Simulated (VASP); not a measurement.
# Hf: kinetic-energy density

Hf, P6_3/mmc (no. 194), 2 atoms in the cell. PBE; PAW potentials Hf_pv (PBE set).

## Input

INCAR:
```
SYSTEM = Hf
PREC = Accurate
ENCUT = 520
EDIFF = 1E-7
ISMEAR = 1
SIGMA = 0.1
LREAL = .FALSE.
LASPH = .TRUE.
ALGO = Normal
NELM = 100
ISIF = 2
LWAVE = .FALSE.
LCHARG = .TRUE.
LTAU = .TRUE.
```

KPOINTS:
```
k-points
0
Gamma
  8 8 5
```

POSCAR:
```
Hf
1.0
    3.1967000000      0.0000000000      0.0000000000
   -1.5983500000      2.7684234083      0.0000000000
    0.0000000000      0.0000000000      5.0578000000
Hf
2
Direct
    0.6666666667      0.3333333333      0.7500000000
    0.3333333333      0.6666666667      0.2500000000
```

Commands:
```
cat potpaw_PBE.64/Hf_pv/POTCAR > POTCAR
mpirun -np 1 vasp_std > vasp.out
```

## Result

- Kinetic energy of the pseudo orbitals (eV): 358.65

VASP 6.6.1 took 8.3 s on 1 core (Intel Xeon Platinum 8488C (Sapphire Rapids)), a shared host.
